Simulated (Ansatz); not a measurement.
Theory: DFT PBE, scalar-relativistic, plane waves, PAW in Ansatz 0.2.0. The final run on the 12-atom cell used 420 eV, a Γ-centred 4×4×4 mesh, 0.02 eV smearing and no spin polarisation.

Formation energies are uncorrected and count from the elements' standard states at the same level.

Task: Suggest a trial structure for a cubic semiconductor that holds Zn and 1 more element, with a gap near 2.0 eV, a formation energy near −0.72 eV/atom and a density near 3.23 g/cm³, in a cell of 12 atoms.

Result: ZnS, space group Pm-3n (No. 223). Around Zn lie 4 S at 2.37 Å; around S lie 4 Zn at 2.37 Å.

```
CELL_PARAMETERS angstrom
6.70024 0.00000 0.00000
0.00000 6.70024 0.00000
0.00000 0.00000 6.70024
ATOMIC_POSITIONS crystal
Zn 0.50000 0.00000 0.75000
Zn 0.75000 0.50000 0.00000
Zn 0.00000 0.75000 0.50000
Zn 0.50000 0.00000 0.25000
Zn 0.25000 0.50000 0.00000
Zn 0.00000 0.25000 0.50000
S 0.00000 0.50000 0.75000
S 0.75000 0.00000 0.50000
S 0.50000 0.75000 0.00000
S 0.00000 0.50000 0.25000
S 0.25000 0.00000 0.50000
S 0.50000 0.25000 0.00000
```

The volume per atom is 25.07 Å³ and the density is 3.23 g/cm³. The energy over the elements is −0.717 eV/atom and the gap on the 4×4×4 mesh of the 12-atom cell is 1.99 eV.

The structure comes from a generated guess, relaxed at this level; another structure or a mixture of phases may lie lower. Other answers may fit too; this one was computed.

Kohn–Sham gaps at this level usually fall short of measured ones. The reference form of S is held partly by dispersion forces, which this level lacks. A later test with randomly moved atoms came back to the same energy, though modes that don't fit the test's cell weren't probed.
